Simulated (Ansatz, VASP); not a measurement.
# HfO2 in two plane-wave programs

Wanted: the spread between two codes on one cell, functional and k mesh. The cell is taken from a series of VASP runs on this material, whose earlier steps may have relaxed, scaled or displaced it; both programs get it as it stands.

Method: plane waves, with VASP 6.6.1 beside it; relaxation of cell and atoms at LDA, in Ansatz 0.2.0.

**1. The structure**

The structure is cubic, space group Fm-3m (No. 225). The conventional cell has a = 4.981 Å, b = 4.981 Å, c = 4.981 Å, α = 90.00°, β = 90.00°, γ = 90.00°. Nearest to Hf lie 8 O at 2.16 Å. Nearest to O lie 4 Hf at 2.16 Å. Farther neighbours and most contacts between anions are not listed.

**2. Ansatz: relaxation of cell and atoms, LDA**

Ansatz runs on its default PAW (the set named soft_2) files.

The relaxed volume is the usual yardstick between codes: its relative difference is about their pressure difference at one cell divided by the bulk modulus.

input.yaml

```yaml
crystal:
  lattice:
    - [0.0, 2.4906927097, 2.4906927097]
    - [2.4906927097, 0.0, 2.4906927097]
    - [2.4906927097, 2.4906927097, 0.0]
  atoms:
    - { symbol: Hf, position: [0.0, 0.0, 0.0] }
    - { symbol: O, position: [0.25, 0.25, 0.25] }
    - { symbol: O, position: [0.75, 0.75, 0.75] }
hamiltonian:
  xc: lda
  pseudopotentials: { kind: paw }
kpoints:
  mp_grid: { grid: [8, 8, 8] }
scf:
  occupations: { method: gaussian, width: 0.03 }
relax:
  f_tol: 0.01
  max_steps: 60
  cell: { stress_tol: 0.05 }
output:
  forces: true
  stress: true
```

The run is started by

```
> ansatz run input.yaml --threads 4 --pin off --max-ram 9216MiB --backend cpu --events-out ev --progress --plain --runs-dir out
```

Numbers of over 12 decimals in the logs are rounded to 6 here.

What it wrote:

```text
Engine: ansatz 0.2.0, aarch64-unknown-linux-gnu
Pseudopotentials: kind: paw
Pseudopotential: Hf, paw, valence charge 26, recommended cutoff 420 eV (normal), Hf.paw.azcp
Pseudopotential: O, paw, valence charge 6, recommended cutoff 420 eV (normal), O.paw.azcp
Functional definition: SPW92
  exchange = slater_x
  correlation = pw_c
Crystal: 3 atoms, lattice volume = 30.902 Å³
Basis set: ecut = 420 eV, 609 PW (Γ)
Bands: 23, of which v1, the nominal top of the filled ones, is band 19 counted from 1 (18 counted from 0)
Symmetry: 48 space group operations
Space group: Fm-3m (ITA 225), of the structure as read, at distance tolerance 3.1e-5 Å
k-points: 29 of 512
Non-local potential: Hf, projectors of the file, l = 0: 3, l = 1: 2, l = 2: 2, l = 3: 3
Non-local potential: O, projectors of the file, l = 0: 2, l = 1: 2, l = 2: 1
PAW form: soft (Blöchl's): semilocal exchange-correlation on the pseudo side does not see the compensation charge
PAW frozen core: Hf, regenerated for the run's functional, and the local potential with it (the file was generated under x = pbe(κ = 0.804, μ = 0.219515), c = pbe(β = 0.066725))
PAW frozen core: O, regenerated for the run's functional, and the local potential with it (the file was generated under x = pbe(κ = 0.804, μ = 0.219515), c = pbe(β = 0.066725))
PAW one-centre angular grid: Hf, 590 points (default); XC on 64 Gauss nodes
PAW one-centre angular grid: O, 110 points (default); XC on 64 Gauss nodes
Initial density: superposition of atomic densities (neutral atoms: chi_scale 0, normalization atom), corrected by the library's trained network
Initial wavefunctions: pseudopotential atomic-orbital guess
Functional: x = slater, c = lda
SCF iter   1: F=—  HF=-16593.005832 eV  |F-HF|=—  |Δ(HF+E_count)|=         —  Δρ=1.87e-2  dr2=9.21e-2  ethr=1.77e-3  ⟨swp⟩=5.2  Hψ=2501  notcnv=0
preconditioner: auto → none  [insulator: Δε(μ)=3.465 eV  Ē_g=18.335 eV  σ=0.030 eV  W_gap=1.00  n_scr=14 (ndim 8)  ℏωp=40.1 eV  f_vac=0.059  D(μ)=0.00/eV (n_scr^D=0)  ε∞_Penn≈5.8]
SCF iter   2: F=—  HF=-16592.991723 eV  |F-HF|=—  |Δ(HF+E_count)|=   1.41e-2  Δρ=1.23e-2  dr2=3.39e-2  ethr=2.42e-4  ⟨swp⟩=2.1  Hψ=1445  notcnv=0
SCF iter   3: F=—  HF=-16592.981920 eV  |F-HF|=—  |Δ(HF+E_count)|=   9.80e-3  Δρ=2.39e-3  dr2=6.03e-4  ethr=8.92e-5  ⟨swp⟩=2.0  Hψ=1190  notcnv=0
SCF iter   4: F=—  HF=-16592.981782 eV  |F-HF|=—  |Δ(HF+E_count)|=   1.37e-4  Δρ=5.23e-4  dr2=3.04e-5  ethr=1.59e-6  ⟨swp⟩=2.4  Hψ=1091  notcnv=0
SCF iter   5: F=—  HF=-16592.981745 eV  |F-HF|=—  |Δ(HF+E_count)|=   3.77e-5  Δρ=1.01e-4  dr2=1.48e-6  ethr=8.00e-8  ⟨swp⟩=2.1  Hψ=1158  notcnv=0
SCF iter   6: F=—  HF=-16592.981744 eV  |F-HF|=—  |Δ(HF+E_count)|=   2.31e-7  Δρ=2.24e-5  dr2=1.44e-7  ethr=2.63e-10  ⟨swp⟩=5.2  Hψ=2918  notcnv=0
SCF iter   7: F=-16592.981744 eV  HF=-16592.981744 eV  |F-HF|=2.55e-9  |Δ(HF+E_count)|=   7.00e-8  Δρ=4.63e-6  dr2=4.35e-9  ethr=2.63e-10  ⟨swp⟩=4.4  Hψ=2448  notcnv=0
SCF 1 converged in 7 iterations: F = -16592.981744 eV  dr2 = 4.35e-9
  greatest PAW one-centre occupation: 0.999 electrons in one spin orbital (limit 2), on the Hf atom at site 0 (counted from 0), in its partial waves of l = 3
relax step   1: F+E_penalty+E_count = -16592.98174433 eV  Δ(F+E_penalty+E_count) = +0.000e0 eV  max|allowed force component| = 2.313e-18 eV/Å  Δτ_max = 0.0000 Å  P = +3.410 GPa  Ω = 30.902 Å³  (7 SCF iters, dr2 threshold 1.00e-7 eV, accepted)
[...]
relax step   2: F+E_penalty+E_count = -16592.98224833 eV  Δ(F+E_penalty+E_count) = -5.040e-4 eV  max|allowed force component| = 1.908e-17 eV/Å  Δτ_max = 0.0000 Å  P = -0.489 GPa  Ω = 31.304 Å³  energy of the carried Pulay correction = -3.107e-3 eV  (5 SCF iters, dr2 threshold 3.00e-7 eV, accepted)
[...]
relax step   3: F+E_penalty+E_count = -16592.98271972 eV  Δ(F+E_penalty+E_count) = -4.714e-4 eV  max|allowed force component| = 2.274e-17 eV/Å  Δτ_max = 0.0000 Å  P = -0.009 GPa  Ω = 31.253 Å³  energy of the carried Pulay correction = -2.715e-3 eV  (4 SCF iters, dr2 threshold 3.00e-7 eV, accepted)
[...]
relax step   4: F+E_penalty+E_count = -16592.98577570 eV  Δ(F+E_penalty+E_count) = -3.056e-3 eV  max|allowed force component| = 2.005e-17 eV/Å  Δτ_max = 0.0000 Å  P = +0.141 GPa  Ω = 31.253 Å³  stress off target by 1.41e-1 GPa  SCF on the basis re-selected at this cell (its energy is not comparable with the rows above)  (6 SCF iters)
[...]
relax step   5: F+E_penalty+E_count = -16592.98566801 eV  Δ(F+E_penalty+E_count) = +1.077e-4 eV  max|allowed force component| = 2.313e-17 eV/Å  Δτ_max = 0.0000 Å  P = +0.003 GPa  Ω = 31.268 Å³  energy of the carried Pulay correction = -1.144e-4 eV  (4 SCF iters, dr2 threshold 4.94e-8 eV, accepted)
[...]
relax step   6: F+E_penalty+E_count = -16592.98566802 eV  Δ(F+E_penalty+E_count) = -2.274e-9 eV  max|allowed force component| = 2.101e-17 eV/Å  Δτ_max = 0.0000 Å  P = +0.006 GPa  Ω = 31.268 Å³  stress off target by 5.55e-3 GPa  SCF on the basis re-selected at this cell (its energy is not comparable with the rows above)  (5 SCF iters)
basis re-selected at this cell: Δ(F+E_penalty+E_count) = -2.274e-9 eV, ΔP = +0.002 GPa vs the last step (what re-selecting the basis moved, of the pressure what is left beyond the Pulay correction that the steps carried, after the strain that the cell walked since its last selection, with what the two solves' SCF thresholds leave and, on support functions, any second-order correction that the steps lacked; it is no m [...]
SCF converged after 5 iterations
Free energy (F): -16592.985668 eV
Harris-Foulkes:  -16592.985668 eV  (|F-HF|=3.64e-12)
Internal energy: -16592.985668 eV  (E = F + TS)
E sigma→0 (E₀):  -16592.985668 eV
Fermi energy:    18.347247 eV
--- Per-component energies (eV) ---
  E_band       = 74.131540
  E_kinetic    = 773.152098
  E_local      = -5630.223399  (includes V_loc(G=0)·N_el)
  E_nonlocal   = -1131.318940
  E_hartree    = 2586.760274
  E_xc         = -443.485055
  E_vxc        = -454.353017  (∫ρ·V_xc dr)
  E_paw        = -6979.759784  (= ΣΔE_a)
  E_vpaw       = 1343.349199  (= ΣTr[D̂ρ^β])
  E_aug_tail   = 0.005018  (compensation charges beyond the density's cutoff)
  E_ewald      = -5770.766965
  E_core_change = 2.651086  (= ΣΔE_core)
  E_smearing   = -0.000000  (= −TS)
  E_closure    = -0.000000  (closes the sum)
  Σ components = -16592.985668   (vs F -16592.985668, Δ=0.00e0)
--- Forces (eV/Å), atoms counted from 1 ---
  atom   1  Hf     0.00000000    -0.00000000    -0.00000000
  atom   2  O      0.00000000     0.00000000     0.00000000
  atom   3  O     -0.00000000    -0.00000000    -0.00000000
  max |Σ_I F_I| component: 4.63e-18 eV/Å
--- Stress (GPa, compression-positive) ---
        0.005555      -0.000000       0.000000
       -0.000000       0.005555      -0.000000
       -0.000000      -0.000000       0.005555
  P = ⅓ Tr σ = 0.0056 GPa (0.056 kbar)
--- Relaxed structure (4 steps of the walk, 4 accepted, 2 SCFs on fresh bases) ---
  F+E_penalty+E_count = -16592.98566802 eV   max|allowed force component| = 2.101e-17 eV/Å   (the final SCF, on the basis selected at the relaxed cell)
  cell:  # Å, volume = 31.2680 Å³
    - [0, 2.500480, 2.500480]
    - [2.500480, 0, 2.500480]
    - [2.500480, 2.500480, 0]
  atoms:
    - { symbol: Hf, position: [0, 0, 0] }
    - { symbol: O, position: [0.25, 0.25, 0.25] }
    - { symbol: O, position: [0.750000, 0.750000, 0.750000] }
```

Wall time 2.4 s (4 threads of Arm Neoverse V1, shared host); peak memory 0.32 GiB.

**3. VASP: relaxation of cell and atoms, LDA**

The same cell, functional (in two slightly different forms), mesh and smearing now go to VASP, with its own data sets and cutoff.

Lines of VASP's logs that name or quote its potential files are left out, and so is its time.

INCAR

```
SYSTEM = HfO2
PREC = Accurate
ENCUT = 560
EDIFF = 1E-07
NELM = 100
ISMEAR = 0
SIGMA = 0.03
LREAL = .FALSE.
ALGO = Normal
GGA = CA
NBANDS = 17
LASPH = .TRUE.
LORBIT = 11
LWAVE = .FALSE.
LCHARG = .FALSE.
KPAR = 4
IBRION = 2
NSW = 50
ISIF = 3
EDIFFG = -0.003
```

POSCAR

```
HfO2
1.0
    0.0000000000      2.4906927097      2.4906927097
    2.4906927097      0.0000000000      2.4906927097
    2.4906927097      2.4906927097      0.0000000000
Hf O
1 2
Direct
    0.0000000000      0.0000000000      0.0000000000
    0.2500000000      0.2500000000      0.2500000000
    0.7500000000      0.7500000000      0.7500000000
```

KPOINTS

```
Automatic mesh
0
Gamma
8 8 8
0 0 0
```

Potentials, in the order of the species: Hf_pv and O (LDA family, release 64).

The run is started by

```
> mpirun -np 4 vasp_std
```

What it wrote:

```text
[banner, memory and clock lines left out]
running    4 mpi-ranks, on    1 nodes
 distrk:  each k-point on    1 cores,    4 groups
 distr:  one band on    1 cores,    1 groups

 POSCAR found type information on POSCAR HfO
 POSCAR found :  2 types and       3 ions
 LDA part: xc-table for (Slater(with rela. corr.)+CA(PZ))
 , standard interpolation
 POSCAR, INCAR and KPOINTS ok, starting setup
 FFT: planning ... GRIDC
 FFT: planning ... GRID_SOFT
 FFT: planning ... GRID
 WAVECAR not read
 entering main loop
       N       E                     dE             d eps       ncg     rms          rms(c)
DAV:   1     0.950967649690E+02    0.95097E+02   -0.13405E+04   986   0.136E+03
DAV:   2    -0.350756462380E+02   -0.13017E+03   -0.12494E+03  1257   0.307E+02
DAV:   3    -0.386357825918E+02   -0.35601E+01   -0.35471E+01  1159   0.470E+01
DAV:   4    -0.386556099391E+02   -0.19827E-01   -0.19811E-01  1244   0.374E+00
DAV:   5    -0.386557322359E+02   -0.12230E-03   -0.12229E-03  1204   0.277E-01    0.554E+01
DAV:   6    -0.332807096334E+02    0.53750E+01   -0.22028E+01  1009   0.341E+01    0.467E+01
DAV:   7    -0.331346630268E+02    0.14605E+00   -0.70060E-01  1125   0.719E+00    0.306E+01
DAV:   8    -0.330878695502E+02    0.46793E-01   -0.20196E-01  1014   0.425E+00    0.796E+00
DAV:   9    -0.330735642889E+02    0.14305E-01   -0.40581E-02  1047   0.175E+00    0.245E+00
DAV:  10    -0.330732265607E+02    0.33773E-03   -0.22136E-03  1203   0.367E-01    0.727E-02
DAV:  11    -0.330732207114E+02    0.58493E-05   -0.12203E-04  1203   0.908E-02    0.549E-02
DAV:  12    -0.330732213099E+02   -0.59851E-06   -0.59691E-06  1235   0.193E-02    0.224E-02
DAV:  13    -0.330732213721E+02   -0.62163E-07   -0.16584E-07  1103   0.361E-03
   1 F= -.33073221E+02 E0= -.33073221E+02  d E =-.330732E+02
 curvature:   0.00 expect dE= 0.000E+00 dE for cont linesearch  0.000E+00
 trial: gam= 0.00000 g(F)=  0.327E-46 g(S)=  0.128E-07 ort = 0.000E+00 (trialstep = 0.100E+01)
 search vector abs. value=  0.129E-07
 reached required accuracy - stopping structural energy minimisation
```

From OUTCAR (step 3):

```text
ion  position               nearest neighbor table
   1  0.000  0.000  0.000-   3 2.16   3 2.16   3 2.16   2 2.16   3 2.16   2 2.16   2 2.16   2 2.16

  LATTYP: Found a face centered cubic cell.
 ALAT       =     4.9813854194

 Subroutine GETGRP returns: Found 48 space group operations
 (whereof 48 operations were pure point group operations)

The static configuration has the point symmetry O_h .

 Found     29 irreducible k-points:

   k-points           NKPTS =     29   k-points in BZ     NKDIM =     29   number of bands    NBANDS=     17

   dimension x,y,z NGX =    28 NGY =   28 NGZ =   28
   dimension x,y,z NGXF=    56 NGYF=   56 NGZF=   56

   ENCUT  =  560.0 eV  41.16 Ry    6.42 a.u.   6.80  6.80  6.80*2*pi/ulx,y,z

   NELECT =      22.0000    total number of electrons

 k-points in reciprocal lattice and weights: Automatic mesh
   0.00000000  0.00000000  0.00000000       0.002
   0.12500000  0.00000000  0.00000000       0.016
   0.25000000  0.00000000  0.00000000       0.016
   0.37500000  0.00000000  0.00000000       0.016
   0.50000000  0.00000000  0.00000000       0.008
   0.12500000  0.12500000  0.00000000       0.012
   0.25000000  0.12500000  0.00000000       0.047
   0.37500000  0.12500000  0.00000000       0.047
   0.50000000  0.12500000  0.00000000       0.047
[...]
-0.37500000  0.50000000  0.12500000       0.023
  -0.25000000  0.50000000  0.25000000       0.012

 average (electrostatic) potential at core
       1 -36.9372       2 -70.2282       3 -70.2282

 E-fermi :   4.6715

 k-point     1 :       0.0000    0.0000    0.0000
  band No.  band energies     occupation
    ...
      7      -1.2164      2.00000
      8      -1.2164      2.00000
      9       3.8882      2.00000
     10       3.8882      2.00000
     11       3.8882      2.00000
     12       8.3290      0.00000
     13       8.3290      0.00000
     14      10.6424      0.00000
     15      15.5729      0.00000
     16      15.5729      0.00000
    ...

 k-point     2 :       0.1250    0.0000    0.0000
  band No.  band energies     occupation
    ...
      7      -1.0538      2.00000
      8      -0.7429      2.00000
      9       3.4262      2.00000
     10       3.5700      2.00000
     11       3.5700      2.00000
     12       8.6665      0.00000
     13       8.6665      0.00000
     14      11.2401      0.00000
     15      14.7735      0.00000
     16      15.2663      0.00000
    ...

 k-point     3 :       0.2500    0.0000    0.0000
  band No.  band energies     occupation
    ...
      7      -0.6566      2.00000
      8       0.3366      2.00000
      9       2.5032      2.00000
     10       3.0143      2.00000
     11       3.0143      2.00000
     12       9.1602      0.00000
     13       9.1602      0.00000
     14      11.7764      0.00000
     15      14.2180      0.00000
     16      14.7335      0.00000
    ...

  Total       -0.0005146     -0.0005146     -0.0005146      0.0000000      0.0000000     -0.0000000
  in kB       -0.0266777     -0.0266777     -0.0266777      0.0000000      0.0000000     -0.0000000
  external PRESSURE =      -0.0266777 kB  Pullay stress =       0.0000000 kB

  energy-cutoff  :      560.00
  volume of cell :       30.90
      direct lattice vectors                 reciprocal lattice vectors
     0.000000000  2.490692710  2.490692710    -0.200747366  0.200747366  0.200747366
     2.490692710  0.000000000  2.490692710     0.200747366 -0.200747366  0.200747366
     2.490692710  2.490692710  0.000000000     0.200747366  0.200747366 -0.200747366

 POSITION                                       TOTAL-FORCE (eV/Angst)
 -----------------------------------------------------------------------------------
      0.00000      0.00000      0.00000        -0.000000     -0.000000      0.000000
      1.24535      1.24535      1.24535         0.000000      0.000000      0.000000
      3.73604      3.73604      3.73604        -0.000000     -0.000000     -0.000000
 -----------------------------------------------------------------------------------
    total drift:                                0.000000      0.000000      0.000000

  FREE ENERGIE OF THE ION-ELECTRON SYSTEM (eV)
  ---------------------------------------------------
  free  energy   TOTEN  =       -33.0732213721 eV

  energy  without entropy=      -33.0732213721  energy(sigma->0) =      -33.07322137

 reached required accuracy - stopping structural energy minimisation

 total charge
# of ion       s       p       d       tot
------------------------------------------
    1        0.311   6.654   1.484   8.449
    2        1.550   3.563   0.000   5.113
    3        1.550   3.563   0.000   5.113
--------------------------------------------------
tot          3.412  13.780   1.484  18.675

[... 3 further parts left out ...]
```

Harder data sets than Hf_pv exist (the GW ones), and pressures, volumes and forces can shift noticeably with them. The run keeps the 48 symmetry operations of its start, so it cannot find a distortion of lower symmetry.

**4. Differences**

Known differences besides the potentials themselves: the two LDA forms differ slightly; both relaxations stop at a tolerance, which leaves soft axes loose, and VASP keeps its plane-wave basis; the data sets hold 38 valence electrons in Ansatz (default PAW (the set named soft_2) files) and 22 in VASP; the cutoff is 420 eV in Ansatz and 560 eV in VASP; VASP's log shows a relativistic correction to its local exchange, Ansatz's none; Ansatz adds a Pulay correction to the stress that steers its cell, VASP none. Total energies have different zeros and are not compared.

Both answers:

```csv
quantity,Ansatz,VASP,difference
volume (Å³),31.27,30.90,+1.18 %
"edge a after relaxation, in the typed setting (Å)",3.536,3.522,+0.39 %
```

The walks stopped with 0.01 GPa left in Ansatz and 0.00 GPa in VASP; each walk ends within a tolerance, so the volume difference is uncertain by about these residues over the bulk modulus, most in soft cells.

**5. Summary of results**

* difference in volume (relaxation of cell and atoms, LDA): 1.2 %

**Reading.** The difference in volume is 1.2 % (relaxation of cell and atoms, LDA), at about the 1.2 % picked in this series as the mark of a large difference, as far as the stopping tolerances let one tell. Such differences can come from data sets, numerical settings and the points named under the comparisons, not from the functional's error against experiment.

[Lines on the potential files, build, host, timing and source positions are cut from VASP's logs without a mark.]

[Logs are printed without paths, hosts, clocks, repeated set-up lines and the standing remarks that a program may print on its own settings, such as how far it seeks lower states.]

[Hosts, paths, dates, database ids (printed as entryN), source tags and the programs' standing remarks are cut or masked in the printed files.]
